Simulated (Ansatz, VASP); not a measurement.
**One calculation of Pd, two programs**

```
CELL_PARAMETERS angstrom
0.00000 1.94490 1.89628
1.94490 0.00000 1.89628
1.94490 1.94490 0.00000
ATOMIC_POSITIONS crystal
Pd 0.00000 0.00000 0.00000
```

Change from the starting cell: strain +0.000 along x and y, -0.025 along z, atoms carried along.

Alike in both runs: task single point; functional PBEsol; k mesh 20 × 20 × 20; occupations gaussian, width 0.15 eV; no spin polarisation.

```csv
,VASP,Ansatz
version,VASP 6.6.1,Ansatz 0.2.0
potentials or method,"VASP PAW PBE potentials, release 64 (Pd)","scalar-relativistic, plane waves, PAW"
plane-wave cutoff (eV),520,420
valence electrons in the cell,10,18
```

Ansatz gave:

| Property | Result |
| --- | --- |
| gap on the k mesh at the Fermi level (eV) | none |
| pressure (GPa) | 3.1 |
| largest component of the traceless stress (GPa) | 1.01 |

**Question.** Which values does VASP return?

**Answer.** gap on the k mesh at the Fermi level (eV): none; pressure (GPa): 2.7; largest component of the traceless stress (GPa): 0.99.

A gap of «none» marks a metal or a gap that the smearing closes. The functional is the same, so the differences come from potentials, cutoffs and numerics. The two sets of potentials don't hold the same shells in valence.

Caveats: the PAW data sets were made with another functional, which shifts forces and pressure a little (VASP).
